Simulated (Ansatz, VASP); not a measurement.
One calculation of Ge, two programs

Contents of INCAR:

```
PREC = Accurate ; ENCUT = 520
EDIFF = 1E-7 ; ISMEAR = -1
SIGMA = 0.05 ; LREAL = False
LASPH = True ; NELM = 100
ALGO = Normal ; ISIF = 2
LWAVE = False ; LCHARG = False
GGA = PS ; NBANDS = 13
```

KPOINTS

```
Automatic mesh
0
Gamma
  11 11 10
```

File POSCAR:

```
Ge
1.0
    1.4245510352     -2.6515194585      0.0000000000
    1.4245510352      2.6515194585      0.0000000000
    0.0000000000      0.0000000000      2.7511509255
Ge
1
Direct
    0.5000000000      0.5000000000      0.0000000000
```

The input input.yaml:

```yaml
crystal:
  lattice:
    - [1.4245510352, -2.6515194585, 0.0]
    - [1.4245510352, 2.6515194585, 0.0]
    - [0.0, 0.0, 2.7511509255]
  atoms:
    - { symbol: Ge, position: [0.5, 0.5, 0.0] }
kpoints:
  mp_grid: { grid: [11, 11, 10] }
scf:
  occupations: { method: fermi_dirac, width: 0.05 }
hamiltonian:
  xc: pbesol
  pseudopotentials: { kind: all_electron, lapw: { basis_error: 0.001 } }
output:
  forces: true
  stress: true
  eigenvalues: true
```

Change from the starting cell: volume scaled by 1.06.

Alike in both runs: task single point; functional PBEsol; k mesh 11 × 11 × 10; occupations fermi-dirac, width 0.05 eV; no spin polarisation.

```csv
,VASP,Ansatz
version,VASP 6.6.1,Ansatz 0.2.0
potentials or method,"VASP PAW PBE potentials, release 64 (Ge_d)","all-electron LAPW, scalar-relativistic"
plane-wave cutoff (eV),520,see its input
```

|  | VASP | Ansatz | Ansatz less VASP |
| --- | --- | --- | --- |
| gap on the k mesh at the Fermi level (eV) | none | none | - |
| pressure (GPa) | -7.1 | -6.9 | +0.16 |
| largest component of the traceless stress (GPa) | 1.39 | 1.40 | +0.010 |

A gap of «none» marks a metal or a gap that the smearing closes. Ansatz ran all-electron here, so the differences hold the error of VASP's frozen core and of both bases.

Caveats: the PAW data sets were made with another functional, which shifts forces and pressure a little (VASP).
